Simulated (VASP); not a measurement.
# Ga2O3: band structure with PBE

Ga2O3:

```
Ga O
1.0
     6.10700   -1.51855    0.00000
     6.10700    1.51855    0.00000
    -1.38599    0.00000    5.63001
Ga O
4 6
Direct
  0.34134 0.34134 0.68598
  0.65866 0.65866 0.31402
  0.90950 0.90950 0.20540
  0.09050 0.09050 0.79460
  0.50410 0.50410 0.74340
  0.49590 0.49590 0.25660
  0.82670 0.82670 0.43680
  0.17330 0.17330 0.56320
  0.83550 0.83550 0.89020
  0.16450 0.16450 0.10980
```

| Item | Value |
| --- | --- |
| Program | VASP 6.6.1 |
| Task | band structure |
| Functional | PBE |
| Potentials or basis | VASP PAW PBE potentials, release 64 (Ga_d, O) |
| Cutoff | 520 eV |
| k mesh | 7 × 7 × 4 |
| Occupations | fermi-dirac, width 0.05 eV |
| Spin | no spin polarisation |
| Further INCAR settings | ALGO = Normal; EDIFF = 1e-06 |

```json
{"Pressure": "10.2 GPa", "Largest force": "0.245 eV/Å", "Band gap on the k mesh": "2.42 eV, indirect (least direct gap 2.44 eV)", "Band gap along the path": "2.43 eV, indirect (least direct gap 2.44 eV)"}
```

Forces on the atoms (eV/Å):
```
Ga   0.033  0.000 -0.059
Ga  -0.033  0.000  0.059
Ga  -0.109  0.000 -0.069
Ga   0.109  0.000  0.069
O   -0.164  0.000 -0.057
O    0.164  0.000  0.057
O    0.032  0.000  0.048
O   -0.032  0.000 -0.048
O   -0.223  0.000  0.100
O    0.223  0.000 -0.100
```

Stress tensor (GPa, compression positive):
```
 9.95  0.00  0.17
 0.00 10.98  0.00
 0.17  0.00  9.68
```

Levels at the corners of the path, in eV from the valence-band top:
| point | band 42 | band 43 | band 44 | band 45 | band 46 | band 47 |
| --- | --- | --- | --- | --- | --- | --- |
| X | -0.71 | -0.45 | -0.12 | 5.69 | 6.55 | 7.26 |
| Γ | -0.47 | -0.27 | -0.01 | 2.43 | 5.73 | 6.76 |
| Γ | -0.47 | -0.27 | -0.01 | 2.43 | 5.73 | 6.76 |
| Y | -0.62 | -0.49 | -0.29 | 4.80 | 4.93 | 6.77 |
| L | -1.04 | -0.73 | -0.64 | 6.95 | 6.98 | 7.87 |
| Γ | -0.47 | -0.27 | -0.01 | 2.43 | 5.73 | 6.76 |
| Γ | -0.47 | -0.27 | -0.01 | 2.43 | 5.73 | 6.76 |
| Z | -0.59 | -0.58 | 0.00 | 5.22 | 5.35 | 6.28 |
| N | -1.04 | -0.73 | -0.64 | 6.95 | 6.98 | 7.87 |
| Γ | -0.47 | -0.27 | -0.01 | 2.43 | 5.73 | 6.76 |
| Γ | -0.47 | -0.27 | -0.01 | 2.43 | 5.73 | 6.76 |
| M | -0.66 | -0.41 | -0.15 | 4.59 | 4.85 | 5.86 |
| R | -0.71 | -0.45 | -0.12 | 5.69 | 6.55 | 7.26 |
| Γ | -0.47 | -0.27 | -0.01 | 2.43 | 5.73 | 6.76 |

Run time: 14 min on 1 thread of AMD EPYC 9R14 (Zen 4) (shared host), peak memory 0.51 GiB.
